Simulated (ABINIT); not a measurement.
Runs of ABINIT 10.8.3 (patched build) on TiCo. The structure is cubic, space group Pm-3m (No. 221). Conventional cell: a = 2.986 Å, b = 2.986 Å, c = 2.986 Å, α = 90.00°, β = 90.00°, γ = 90.00°. Around Co (site symmetry m-3m) lie 8 Ti at 2.59 Å. Around Ti (site symmetry m-3m) lie 8 Co at 2.59 Å. The cell comes from a database or a generator and needn't be the stable form of this composition.

| task | level | potentials or basis | k mesh | cutoff (eV) | fine-grid cutoff | mesh quality | gap on the mesh (eV) | pressure (GPa) | moment (μB) |
| --- | --- | --- | --- | --- | --- | --- | --- | --- | --- |
| single point | LDA | JTH PAW LDA v2.0 | 4 × 4 × 4 | 544 | 1088.46 eV | coarse | none | - | 0.40 |
| band structure | LDA | JTH PAW LDA v2.0 | 9 × 9 × 9 | 544 | 1088.46 eV | not flagged | none | - | (a) |
| band structure | PBE | JTH PAW PBE v2.0 | 9 × 9 × 9 | 707 | 1306.15 eV | not flagged | none | -0.3 | (b) |
| single point | PBEsol | JTH PAW PBE v2.0 | 5 × 5 × 5 | 707 | 1306.15 eV | coarse | none | (c) | 0.90 |
| band structure | revPBE | JTH PAW PBE v2.0 | 9 × 9 × 9 | 707 | 1306.15 eV | not flagged | none | 2.9 | 0.83 |

Alike in all rows: spin collinear, ferromagnetic start; cell as given; smearing fermi-dirac 0.05 eV.

Task: Fill in the values left out.

Result: (a) 0.48; (b) 0.82; (c) -6.5.

Caveats: some runs use coarse meshes; small starting moments can end in a higher magnetic state in this program; the PAW data sets were made with another functional, which shifts forces and pressure a little (some runs).

A gap of «none» marks a metal or a gap under the smearing width.
